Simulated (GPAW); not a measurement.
Runs of GPAW 26.7.0 on SnO. Symmetry: P4/nmm, No. 129, tetragonal system. The conventional cell has a = 3.814 Å, b = 3.814 Å, c = 4.887 Å, α = 90.00°, β = 90.00°, γ = 90.00°. Sn (site symmetry 4mm) has 4 O at 2.23 Å as nearest neighbours. O (site symmetry -4m2) has 4 Sn at 2.23 Å as nearest neighbours. The cell is a database's computed one.

```tsv
task	level	potentials or basis	cell	k mesh	cutoff (eV)	smearing	response ecut	maxiter	response k mesh	response bands	kernels	mesh quality	gap on the mesh (eV)	pressure (GPa)	largest force (eV/Å)
dielectric tensor	LDA	the program's PAW data sets (release 1.2.1) made for this functional, pw	as given	6 × 6 × 5	550	fermi-dirac 0.001 eV	80 eV	150	9 × 9 × 7	60	["RPA"]	not flagged	0.23	-	-
band structure	r2SCAN	GPAW PAW data sets (gpaw-data 1.2.1), pw	as given	6 × 6 × 5	800	fermi-dirac 0.05 eV	-	150	-	-	-	not flagged	(a)	(b)	(c)
dielectric tensor	LDA	the program's PAW data sets (release 1.2.1) made for this functional, pw	as given	6 × 6 × 5	600	fermi-dirac 0.001 eV	80 eV	150	12 × 12 × 10	60	["RPA", "ALDA_X", "LR0.1"]	not flagged	0.23	-	-
single point	TB-mBJ	GPAW PAW data sets for LDA (gpaw-data 1.2.1), pw	as given	6 × 6 × 6	800	fermi-dirac 0.05 eV	-	150	-	-	-	not flagged	0.24	-	-
relaxation of cell and atoms	PBEsol+D4	PAW data sets generated in the run's folder for this functional, pw	relaxed	4 × 4 × 4	800	fermi-dirac 0.05 eV	-	150	-	-	-	coarse	none	0.0	0.02
single point	PBE	GPAW PAW data sets (gpaw-data 1.2.1), pw	as given	6 × 6 × 5	600	fermi-dirac 0.05 eV	-	120	-	-	-	not flagged	0.15	0.3	0.32
```

Alike in all rows: no spin polarisation.

Estimate the missing entries.

(a) 0.28; (b) -0.6; (c) 0.10.

Caveats: some runs use coarse meshes; spin-orbit coupling is left out, which moves the levels of the heavy elements (some runs); the long-wavelength limit can be off by a per cent or two (some runs); the gap is small at this level, which inflates the dielectric constant (some runs); an odd mesh through Γ misses points on the zone boundary, where band edges often lie (some runs); the PAW data sets were made with another functional, which shifts forces and pressure a little (some runs); a model potential gives levels but no total energy (some runs); later steps reuse the first step's grids (some runs).

A k mesh can miss the band edges, and the runs leave out spin-orbit coupling on Sn.

A gap of «none» marks a metal or a gap under the smearing width.

Not every run made on this cell is shown here.
